**Five crystals without names**

The five crystals below are aluminium, boron arsenide, diamond (listed as C), iridium and silicon carbide. Their bulk modulus was computed with PBE, a density functional. The bulk modulus B is the pressure needed per relative loss of volume: a crystal with B = 100 GPa shrinks by about 1% under 1 GPa.

Quantum ESPRESSO 7.5, PBE; fit. Candidates: SiC, Al, C, BAs, Ir.

| row | computed bulk modulus (GPa) | computed over measured, less one (%) |
| --- | --- | --- |
| A | 132.0 | -10.8 |
| B | 212.9 | -5.4 |
| C | 79.4 | 3.3 |
| D | 433.6 | -1.9 |
| E | 348.1 | 2.7 |

**(a) Match the letters to the crystals, using only the volume per atom and the computed bulk modulus. Which matches are sure? The given cells have these volumes per atom: A 13.63, B 10.35, C 16.60, D 5.67 and E 14.06 Å³. As a guide, boron phosphide treated in the same way has 11.68 Å³ per atom and a modulus of 161.8 GPa.**

*Solution.* Start at the extreme. Row D has by far the smallest volume, 5.67 Å³ per atom, and the highest modulus. Carbon atoms are small and share four short, strong bonds each, so diamond packs more bond strength into a given volume than the other candidates do. Row D is diamond.

Diamond and boron phosphide now serve as a yardstick for crystals in which each atom has four bonded neighbours. Along this family the modulus falls as the bonds grow longer, because long bonds are weaker and fewer of them fit into a given volume. Row E breaks that pattern: it has more volume per atom than boron phosphide and yet is more than twice as stiff. Its stiffness must come from another kind of bonding.

Iridium supplies it. Each atom has twelve neighbours and nine valence electrons, most of them in 5d orbitals that reach far enough to overlap strongly. These electrons fill the bonding states of the d band and only part of the antibonding ones. The result is a solid that is stiff although its atoms are large, and row E is iridium.

Boron arsenide comes next. Arsenic is larger than phosphorus, so this crystal must be roomier and softer than boron phosphide, which leaves rows A and C. The bond length decides between them. In the structure that boron arsenide shares with boron phosphide, it is 0.866 times the cube root of the volume per atom.

Row A then has a bond 0.10 Å longer than that of boron phosphide, and row C would have one 0.24 Å longer. The covalent radius of arsenic exceeds that of phosphorus by roughly 0.1 Å (a recalled value). Row A is therefore boron arsenide.

Rows B and C remain for silicon carbide and aluminium, and they are far apart. Row C is the other extreme of the table, with the largest volume and the lowest modulus. That suits aluminium, whose three valence electrons per atom are spread through the crystal and have no d electrons to help them. Row B is compact and stiff, as befits a crystal in which every second atom is carbon.

All five matches are sure when both quantities are used, but either one alone leaves a doubtful pair. By volume, boron arsenide and iridium differ by only 3%, while their moduli differ by a factor of 2.6. By modulus, rows A and C are both softer than boron phosphide, and only the bond length separates them. The space groups agree with the result: Fd-3m is the diamond structure, F-43m its two-element version, and Fm-3m the close-packed structure of the two metals.

The full table adds four crystals to the five.

The rows with their labels:

| formula | space group | volume of the given cell (Å³/atom) | potentials or basis | wave cutoff (eV) | k-mesh | computed bulk modulus (GPa) | measured bulk modulus (GPa) | range of the values found (GPa) | what was measured, and how | source | computed over measured, less one (%) |
| --- | --- | --- | --- | --- | --- | --- | --- | --- | --- | --- | --- |
| ZnS | F-43m | 19.73 | SSSP 1.3 efficiency PBE | 748.3 | 9x9x9 | 69.3 | 76.9 | one value | B0; experimental value quoted from literature; bulk crystal | arXiv:0911.5022 (2009) | -9.9 |
| Al | Fm-3m | 16.60 | SSSP 1.3 efficiency PBE | 748.3 | 11x11x11 | 79.4 | 76.9 | one value | bulk modulus; literature experiment; bulk crystal | pmc:3831299 (2013) | 3.3 |
| Cu | Fm-3m | 11.81 | SSSP 1.3 efficiency PBE | 748.3 | 13x13x13 | 142.0 | 139 | one value | from linear fit of volume against pressure, 5 to 33 MPa; synchrotron powder XRD under pressure; powder | pmc:10161880 (2023) | 2.2 |
| BAs | F-43m | 13.63 | SSSP 1.3 efficiency PBE | 748.3 | 10x10x10 | 132.0 | 148 | one value | literature experimental value; not stated; bulk crystal | arXiv:1911.11281 (2019) | -10.8 |
| BP | F-43m | 11.68 | SSSP 1.3 efficiency PBE | 748.3 | 10x10x10 | 161.8 | 174 | 173 to 179 | B0, Murnaghan EOS fit with V0 fixed at 93.45 A^3; XRD in diamond anvil cell; powder | arXiv:1505.05714 (2015) | -7.0 |
| Ni | Fm-3m | 10.49 | SSSP 1.3 efficiency PBE | 748.3 | 13x13x13 | 200.8 | 180 | one value | measured bulk modulus of fcc Ni; not stated; bulk crystal | arXiv:cond-mat/0202277 (2002) | 11.6 |
| SiC | F-43m | 10.35 | SSSP 1.3 efficiency PBE | 748.3 | 10x10x10 | 212.9 | 225 | one value | bulk modulus B; quoted earlier experiment; bulk crystal | pmc:9505936 (2022) | -5.4 |
| Ir | Fm-3m | 14.06 | SSSP 1.3 efficiency PBE | 748.3 | 12x12x12 | 348.1 | 339 | one value | B0 at ambient pressure, third-order Birch-Murnaghan; high-pressure powder XRD; powder | pmc:6586894 (2019) | 2.7 |
| C | Fd-3m | 5.67 | SSSP 1.3 efficiency PBE | 748.3 | 13x13x13 | 433.6 | 442 | 441.8 to 444.8 | B0 from ultrasound; ultrasonic measurement; bulk crystal | arXiv:cond-mat/0702656 (2007) | -1.9 |

**(b) All five nonmetals are computed softer than measured, and all four metals stiffer. Zinc sulfide and aluminium show the contrast best: their measured moduli are equal, but the computed ones lie on opposite sides. Why are the nonmetals too soft?**

*Solution.* Consider two limiting ways in which a calculation can go wrong. The modulus measures how sharply the energy curves as the volume changes. In the first limit, the error in the energy is a straight line in the volume. If that line falls as the volume grows, it acts like a constant outward push: the crystal settles at too large a volume, but the curvature at any fixed volume stays correct. In the second limit, the error changes the curvature and leaves the preferred volume alone.

The first limit can be tested. If it holds, the computed modulus is wrong only because it belongs to a stretched crystal, and it should come right once the crystal is brought back to its true size. PBE is known to make many solids too large. Here the fitted volumes of all five nonmetals exceed the volumes of the given cells, which are close to the measured ones.

The step back needs one more property, the rise of the modulus with pressure, written B₀′. Suppose that B grows linearly with pressure at this rate. By definition B = −V dP/dV, so a small change of volume gives dB/B = −B₀′ dV/V. Summing these small steps from the fitted volume V₀, where the modulus is B₀, to the given volume V yields

B(V) = B₀ (V₀/V)^B₀′

Take boron arsenide. An equation of state drawn through seven computed energies of this crystal gives V₀ = 13.97 Å³ per atom, B₀ = 132.0 GPa and B₀′ = 4.1. The given cell has V = 13.63 Å³ per atom, so the computed crystal is 2.5% too large. The formula then gives

B = 132.0 GPa × 1.025^4.1 ≈ 146 GPa

The measured value is 148 GPa and was not used in the estimate. An error of about 11% has shrunk to about 1%. The outward push can also be seen directly: held at the given volume, the computed crystal presses outwards with 3.4 GPa, whereas the real one rests near that size at ordinary pressure.

The same step brings every nonmetal closer to its measured value. The average size of their errors falls from 7.0% to 1.3% of the measured modulus. These crystals thus lie near the first limit, in which PBE misjudges the size and gets the curvature at a given size nearly right. The remaining 1% or so should not be read as the accuracy of the method, since the measured values include thermal and zero-point motion, which can soften a crystal by a few per cent.

Boron phosphide is the exception in degree. It is computed only 0.7% too large, so the step back removes less than half of its error and leaves it 4% too soft. The remainder may come from the measurement, because a modulus taken from compression data depends on the curve chosen to describe them. That is a guess which the present numbers do not test.

The formula also gives a rule for similar crystals. With B₀′ near 4, each per cent of excess volume costs about 4% of the modulus, so a four-bonded nonmetal computed 2% too large should come out about 8% too soft. The local density approximation (LDA) usually makes solids too small. In a series computed with it the push would point inwards, and one would expect crystals that are too stiff, unless an error of curvature works against it.

**(c) Can the volume also explain why the metals are too stiff?**

*Solution.* For that, the metals would have to be computed too small. Aluminium is, but only by 0.6%, and its whole error of 3% is no larger than what thermal motion and differences between measurements can cause. It fits the explanation without giving it much support.

Iridium speaks against it. Its computed crystal is 3.0% larger than the given cell, so by the rule of part (b) it should be clearly too soft. Instead it comes out close to the measured value and even slightly above it. Carried back to the given volume, its modulus rises from 348 to 405 GPa, against a measured 339 GPa.

If the listed measurement is right, the close agreement of iridium in the table is the sum of two opposing errors. At the given volume the calculation curves the energy too sharply, which makes the metal too stiff by about a fifth, and the excess volume then softens it by nearly as much. Some published moduli of iridium are well above 339 GPa, however, and with one of those the error of curvature would be much smaller. The given cell is also slightly smaller than the usual measured one, which enlarges both errors a little. Copper shows the same pair of errors on a smaller scale: at its given volume it is 9% too stiff, of which thermal motion may account for a part. Its measured value also rests on a very small compression, which makes it less certain.

Nickel comes closer to the second limit. Its given cell is compressed, so carrying the modulus back to that volume would test nothing. The fitted volume, 10.88 Å³ per atom, is close to the known value of about 11. The size is thus nearly right, and yet the modulus is 11.6% above the listed measurement, more than thermal motion is likely to explain. With only one measured value at hand, part of that gap may lie in the measurement.

Why PBE might curve the energy too sharply in these metals is a question that volumes and moduli cannot settle. They do help to locate the error. In the nonmetals other than boron phosphide it is mostly an error of size. In iridium, judged by the listed measurement, an error of size is offset by one of curvature.

This difference matters to anyone who takes a computed modulus into a design. The density of a crystal is usually known far better than its stiffness. For the five nonmetals, evaluating the modulus at the known density improved the result each time. For copper and iridium the same correction led away from the listed measurements, so it should not be carried over to metals as a matter of routine.
